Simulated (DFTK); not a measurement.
## Tc in DFTK: convergence with cutoff

Tc:

```
Tc
1.0
     2.74000    0.00000    0.00000
    -1.37000    2.37291    0.00000
     0.00000    0.00000    4.39800
Tc
2
Direct
  0.66667 0.33333 0.75000
  0.33333 0.66667 0.25000
```

| Property | Result |
| --- | --- |
| Program | DFTK 0.8.2 |
| Task | convergence study |
| Functional | PBE |
| Potentials or basis | in-house norm-conserving set (PBE, scalar relativistic) |
| Cutoff | 408 eV |
| k mesh | 5 × 5 × 3 |
| Occupations | fermi-dirac, width 0.1 eV |
| Spin | no spin polarisation |

These are the settings of the first run; the series varies cutoff, with any setting tied to it.

Hardware: 1 thread of AMD EPYC 7R43 64-Core Processor (Zen 3), on a shared host.

Question: The values tried are 408.171 eV, 517.016 eV, 625.862 eV, 789.13 eV, 979.61 eV, 1142.88 eV, 1360.57 eV, 1659.89 eV, loosest first. From which on does the pressure stay within 0.1 GPa of the tightest run that finished?

Answer: From 1142.88 eV on.

```csv
cutoff,"energy less the tightest run, at zero smearing (meV/atom)",pressure (GPa),SCF cycles
408.171 eV,9414.56,-218.71,13
517.016 eV,3901.79,-129.34,13
625.862 eV,1394.96,-63.54,11
789.13 eV,218.12,-14.47,10
979.61 eV,11.55,0.53,10
1142.88 eV,0.75,2.04,10
1360.57 eV,0.33,2.06,10
1659.89 eV,0.00,2.08,10
```

Against the tightest run, the energy stays within 1 meV/atom from 1142.88 eV on. The tightest run that finished is the yardstick and may itself not be fully converged.

Caveat, for the tightest run too: the k mesh is coarse (spacing up to 0.53 Å⁻¹), so the values aren't converged.
